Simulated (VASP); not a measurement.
Runs of VASP 6.6.1 on WC (Qusongite). It takes space group P-6m2 (No. 187, hexagonal). Conventional cell: a = 2.907 Å, b = 2.907 Å, c = 2.837 Å, α = 90.00°, β = 90.00°, γ = 120.00°. Around W (site symmetry -6m2) lie 6 C at 2.20 Å. Around C (site symmetry -6m2) lie 6 W at 2.20 Å. 

| level | spin | k mesh | pressure (GPa) |
| --- | --- | --- | --- |
| SCAN | off | 10 × 10 × 9 | -1.8 |
| SCAN | SOC, no magnetisation | 7 × 7 × 7 | (b) |
| rSCAN | off | 10 × 10 × 9 | 2.0 |
| r2SCAN | SOC, no magnetisation | 7 × 7 × 7 | (a) |
| r2SCAN | off | 10 × 10 × 9 | 3.3 |

Alike in all rows: task band structure; potentials or basis VASP PAW PBE potentials, release 64 (W_sv, C); cell as given; cutoff (eV) 520; smearing fermi-dirac 0.05 eV.

**Question.** Fill in the values left out.

**Answer.** (a) 4.4; (b) -0.8.

Caveats: the PAW data sets were made with another functional, which shifts forces and pressure a little.

Runs at the PBE level aren't shown here.
